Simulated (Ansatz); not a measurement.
This Ansatz (a program for electronic structure) input is the reference run, InCuS₂ in the chalcopyrite structure (space group I-42d, No. 122), computed with PBEsol (Ansatz; PAW; 420 eV plane waves; scalar-relativistic without spin-orbit coupling):

Ansatz 0.2 input:
```yaml
crystal:
  lattice:
    - [-2.7416142831, 2.7416142831, 5.5218902892]
    - [2.7416142831, -2.7416142831, 5.5218902892]
    - [2.7416142831, 2.7416142831, -5.5218902892]
  atoms:
    - { symbol: Cu, position: [0.75, 0.25, 0.5] }
    - { symbol: Cu, position: [0, 0, 0] }
    - { symbol: In, position: [0.25, 0.75, 0.5] }
    - { symbol: In, position: [0.5, 0.5, 0] }
    - { symbol: S, position: [0.0920739998, 0.125, 0.4670739998] }
    - { symbol: S, position: [0.6579260002, 0.625, 0.5329260002] }
    - { symbol: S, position: [0.375, 0.9079260002, 0.0329260002] }
    - { symbol: S, position: [0.875, 0.3420739998, 0.9670739998] }
basis: { ecutwfc: 420, ecutrho_ratio: 4, xc_grid: 2, fft_grid_basis: typed }
kpoints: { mp_grid: { grid: [9, 9, 9] } }
hamiltonian:
  xc: pbesol
  dispersion: none
  pseudopotentials: { kind: paw }
scf: { occupations: { method: fermi_dirac, width: 0.05 }, convergence: { dr2_threshold: 0.0000000008 } }
output: { forces: true, stress: true }
```

Q: Write the input for this change: strain tensor (xx, yy, zz, yz, xz, xy) = (+0.89, +1.67, −0.14, −0.37, −1.08, −1.68) %, atoms relaxed at fixed cell.

A: 
Ansatz 0.2 input:
```yaml
crystal:
  lattice:
    - [-2.8714340908, 2.8130273675, 5.5334880235]
    - [2.7527134496, -2.8538893557, 5.4948312621]
    - [2.7793158509, 2.7617711157, -5.5537759692]
  atoms:
    - { symbol: Cu, position: [0.75, 0.25, 0.5] }
    - { symbol: Cu, position: [0, 0, 0] }
    - { symbol: In, position: [0.25, 0.75, 0.5] }
    - { symbol: In, position: [0.5, 0.5, 0] }
    - { symbol: S, position: [0.0920739998, 0.125, 0.4670739998] }
    - { symbol: S, position: [0.6579260002, 0.625, 0.5329260002] }
    - { symbol: S, position: [0.375, 0.9079260002, 0.0329260002] }
    - { symbol: S, position: [0.875, 0.3420739998, 0.9670739998] }
basis: { ecutwfc: 420, ecutrho_ratio: 4, xc_grid: 2, fft_grid_basis: typed }
kpoints: { mp_grid: { grid: [9, 9, 9] } }
hamiltonian:
  xc: pbesol
  dispersion: none
  pseudopotentials: { kind: paw }
scf: { occupations: { method: fermi_dirac, width: 0.05 }, convergence: { dr2_threshold: 0.0000000008 } }
relax: { f_tol: 0.005, max_steps: 50 }
output: { forces: true, stress: true }
checkpoint: { write: state.ck, write_every: 1000 }
```
This is the input that was run.

Whether these cells are dynamically stable was not tested. The final runs are not spin-polarised.
